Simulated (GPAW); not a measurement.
Input of a GPAW 26.7.0 run:

Contents of run.py:

```python
from ase.dft.bandgap import bandgap
from ase.io import read, write
from ase.units import GPa
from gpaw import GPAW, PW

atoms = read('POSCAR')

calc = GPAW(mode=PW(500),
            xc='LDA',
            kpts={'size': (6, 6, 6), 'gamma': True},
            occupations={'name': 'fermi-dirac', 'width': 0.05},
            nbands=19,
            convergence={'density': 1e-05, 'energy': 1e-05},
            maxiter=80,
            txt='gpaw.txt')
atoms.calc = calc
energy = atoms.get_potential_energy()
forces = atoms.get_forces()
stress = atoms.get_stress()
calc.write('gs.gpw')
write('result.traj', atoms)
print(f'Energy: {energy:.6f} eV')
print('Forces (eV/A):')
print(forces.round(4))
print('Stress (GPa):', (stress / GPa).round(3))
print('Fermi level:', round(calc.get_fermi_level(), 4), 'eV')
print(f'Gap: {bandgap(calc)[0]:.4f} eV, direct: {bandgap(calc, direct=True)[0]:.4f} eV')
```

POSCAR

```
TePb
1.0
    0.0000000000      3.2310000000      3.2310000000
    3.2310000000      0.0000000000      3.2310000000
    3.2310000000      3.2310000000      0.0000000000
Pb Te
1 1
Direct
    0.0000000000      0.0000000000      0.0000000000
    0.5000000000      0.5000000000      0.5000000000
```

Potentials or basis: the program's PAW data sets (release 1.2.1) made for this functional, pw.

The run is started by

```bash
$ OMP_NUM_THREADS=1 python run.py
```

Question: Predict the band gap on the k mesh.

Answer: 0.62 eV, direct.

Question: Predict the pressure.

Answer: -2.2 GPa.

Caveat: the cutoff is short for stress and forces, so pressures can be off by a GPa or more; spin-orbit coupling is left out, which as a rule narrows the gap of such compounds by several tenths of an eV.

**What was measured.**

A printed reference work, monograph reports, for a bulk crystal of TePb at 4.2 K: band gap 0.19 eV (direct).

Measured gap of TePb: 0.19 eV (direct; 4.2 K; a printed reference work, monograph). This calculation gives 0.62 eV (+0.43 eV). Spin-orbit coupling on Pb, Te is left out. The value is that of LDA on a finite k mesh, which can miss the band edges, without temperature or zero-point motion.
